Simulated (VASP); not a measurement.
Here is a VASP 6.6.1 calculation.

File POSCAR:

```
AgBr
1.0
    0.0000000000      2.8921694793      2.8921694793
    2.8921694793      0.0000000000      2.8921694793
    2.8921694793      2.8921694793      0.0000000000
Ag Br
1 1
Direct
    0.0000000000      0.0000000000      0.0000000000
    0.5000000000      0.5000000000      0.5000000000
```

Contents of INCAR.step1:

```
PREC = Accurate
ENCUT = 520
ISMEAR = -1
SIGMA = 0.02
LREAL = False
LASPH = True
NELM = 100
NBANDS = 16
GGA = PE
ALGO = Normal
EDIFF = 1E-4
LWAVE = True
LCHARG = False
```

Contents of INCAR.step2:

```
PREC = Accurate
ENCUT = 520
EDIFF = 1E-8
ISMEAR = -1
SIGMA = 0.02
LREAL = False
LASPH = True
NELM = 100
ALGO = Normal
ISIF = 2
LWAVE = False
LCHARG = False
METAGGA = R2SCAN
LMIXTAU = True
LEFG = True
NBANDS = 16
ISTART = 1
```

KPOINTS

```
regular mesh
0
Gamma
  4 4 4
```

Potentials or basis: VASP PAW PBE potentials, release 64 (Ag, Br).

The run is started by

```sh
$ cat potpaw_PBE.64/Ag/POTCAR potpaw_PBE.64/Br/POTCAR > POTCAR
$ cp INCAR.step1 INCAR
$ mpirun -np 1 vasp_std > vasp.out
$ cp INCAR.step2 INCAR
$ mpirun -np 1 vasp_std > vasp.out
```

(1) What does it give for the band gap on the k mesh?

(2) What does it give for the pressure?

## Answers

(1) 1.24 eV, indirect (least direct gap 3.18 eV).

(2) 0.2 GPa.

Caveat: the k mesh is coarse (spacing up to 0.47 Å⁻¹), so the values aren't converged; the PAW data sets were made with another functional, which shifts forces and pressure a little.
